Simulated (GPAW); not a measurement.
Here is a GPAW 26.7.0 calculation.

Contents of run.py:

```python
from ase import Atoms
from ase.dft.bandgap import bandgap
from ase.io import write
from gpaw import GPAW, PW
from gpaw.response.df import DielectricFunction

atoms = Atoms(['N', 'B'],
              cell=[[0.0, 3.49531583, 2.16609124],
                    [1.2516321, 0.0, 2.16609124],
                    [1.2516321, 3.49531583, 0.0]],
              scaled_positions=[[0.66665134, 0.66665134, 0.33334866],
                                [0.00004865, 0.00004865, 0.99995135]],
              pbc=True)

calc = GPAW(mode=PW(650),
            xc='PBE',
            kpts={'size': (10, 10, 10), 'gamma': True},
            occupations={'name': 'fermi-dirac', 'width': 0.001},
            nbands=11,
            convergence={'density': 1e-06},
            maxiter=150,
            txt='gpaw.txt')
atoms.calc = calc
energy = atoms.get_potential_energy()
calc.write('gs.gpw')
write('result.traj', atoms)
print(f'Energy: {energy:.6f} eV')
print('Fermi level:', round(calc.get_fermi_level(), 4), 'eV')
print(f'Gap: {bandgap(calc)[0]:.4f} eV, direct: {bandgap(calc, direct=True)[0]:.4f} eV')

dense = calc.fixed_density(kpts={'size': (16, 16, 16), 'gamma': True},
                           nbands=30, convergence={'bands': 24, 'eigenstates': 1e-7},
                           update_fermi_level=True, txt='dense.txt')
dense.write('dense.gpw', mode='all')

df = DielectricFunction('dense.gpw', frequencies={'type': 'nonlinear', 'domega0': 0.05, 'omega2': 10},
                        eta=0.1, ecut=50, nbands=24, eshift=0.5, intraband=False, txt='df.txt')
for direction in ['x', 'y', 'z']:
    df.get_dielectric_function(xc='RPA', direction=direction, filename=f'df_{direction}.csv')
    e0, e = df.get_macroscopic_dielectric_constant(xc='RPA', direction=direction)
    print(f'{direction}: static eps {e0:.4f} without, {e:.4f} with local fields')
```

Potentials or basis: GPAW PAW data sets (gpaw-data 1.2.1), pw.

Launch:

```sh
$ OMP_NUM_THREADS=1 python run.py
```

Question: Predict the band gap on the k mesh.

Answer: 3.90 eV, indirect (least direct gap 4.75 eV).

Dielectric function (mean over the directions given):
```tsv
energy (eV)	real part	imaginary part
0.25	3.59	0.00
1.15	3.64	0.01
2.18	3.80	0.02
3.17	4.10	0.04
4.16	4.80	0.11
5.16	7.54	1.90
6.15	3.10	7.93
7.12	0.85	3.03
8.16	1.17	1.08
9.18	1.76	0.79
10.06	2.85	1.09
11.09	2.13	1.45
12.08	2.57	0.92
13.00	3.55	1.05
14.10	3.91	4.76
15.13	0.03	4.89
16.21	0.33	3.32
17.36	-0.20	1.94
18.58	-0.25	1.48
19.87	-0.26	1.29
```

Caveat: the long-wavelength limit can be off by a per cent or two; independent-particle spectra lack excitons; the program warned that so skewed a cell can give wrong results. A k mesh can miss the band edges.
